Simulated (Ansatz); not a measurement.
## PbS under changes of volume

One of the cells (26.664 Å³/atom); the others are scaled copies at fixed shape and fractional positions:

```
CELL_PARAMETERS angstrom
2.07995 -5.99130 0.00000
2.07995 5.99130 0.00000
0.00000 0.00000 4.27932
ATOMIC_POSITIONS crystal
Pb 0.13056 0.86944 0.25000
Pb 0.86944 0.13056 0.75000
S 0.35480 0.64520 0.25000
S 0.64520 0.35480 0.75000
```

Measurements of this composition are mostly on another form, of space group No. 225.

| Property | Result |
| --- | --- |
| Program | Ansatz 0.2.0 |
| Functional | PBE |
| Potentials or basis | JTH PAW |
| Cutoff | 1800 eV (not typed: the program's choice for these potentials) |
| k mesh | 7 × 7 × 6 |
| Occupations | fermi-dirac, width 0.05 eV |
| Spin | no spin polarisation |

```tsv
volume (Å³/atom)	energy over the lowest point (meV/atom)	pressure (GPa)	gap on the mesh (eV)	largest force (eV/Å)
25.064	31.99	5.1	1.11	0.501
25.597	17.58	3.6	1.16	0.353
26.130	7.74	2.3	1.21	0.215
26.664	?	?	?	?
27.197	0.00	0.1	1.29	0.036
27.730	1.31	-0.9	1.32	0.146
28.263	5.63	-1.7	1.33	0.250
```

Question: What does the run at 26.664 Å³/atom give?

Answer: Energy over the lowest point 2.02 meV/atom; pressure 1.1 GPa; gap on the mesh 1.25 eV; largest force 0.110 eV/Å.

Worked out: A Birch-Murnaghan fit of order 3 (a polynomial in V^(-2/3)) to the other rows has its minimum at 27.24 Å³/atom with B0 = V·E''(V) = 51 GPa and B' = 4.4 at fixed shape and positions, which overstates the stiffness. It gives 2.01 meV/atom at 26.664 Å³/atom, against the run's 2.02, and -dE/dV = 1.1 GPa, against 1.1. A parabola through the other rows of the gap, of slope 1.87 eV per unit of ln V there, gives 1.25 eV, against the run's 1.25.

Energies are extrapolated to zero smearing.

Caveats: odd divisions of the mesh miss points on the zone boundary, where band edges often lie, so the gap on the mesh can be too wide; spin-orbit coupling is left out, which as a rule narrows the gap of such compounds by several tenths of an eV.

A mesh can miss the band edges.
